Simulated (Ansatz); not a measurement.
Here is an Ansatz 0.2.0 calculation.

Contents of input.yaml:

```yaml
crystal:
  lattice:
    - [0.0, 3.059, 3.059]
    - [3.059, 0.0, 3.059]
    - [3.059, 3.059, 0.0]
  atoms:
    - { symbol: Sb, position: [0.75, 0.75, 0.75] }
    - { symbol: Ga, position: [0.0, 0.0, 0.0] }
kpoints:
  mp_grid: { grid: [8, 8, 8] }
scf:
  occupations: { method: fermi_dirac, width: 0.05 }
hamiltonian:
  xc: revpbe
  pseudopotentials: { kind: all_electron, lapw: { basis_error: 0.001 } }
output:
  forces: true
  stress: true
relax:
  f_tol: 0.02
  max_steps: 60
  cell: {}
```

Potentials or basis: all-electron LAPW, scalar-relativistic.

Command:

```sh
$ ansatz run input.yaml --threads 1 --pin off --max-ram 3072MiB --backend cpu --events-out ev --progress --plain --runs-dir out
```

(1) What does it give for the relaxed cell?

(2) Estimate the space group after relaxing (to 0.05 Å).

(3) Predict the relaxed volume.

## Answers

(1) a = 4.430 Å, b = 4.430 Å, c = 4.430 Å, α = 60.00°, β = 60.00°, γ = 60.00°.

(2) F-43m (No. 216).

(3) 30.74 Å³/atom.
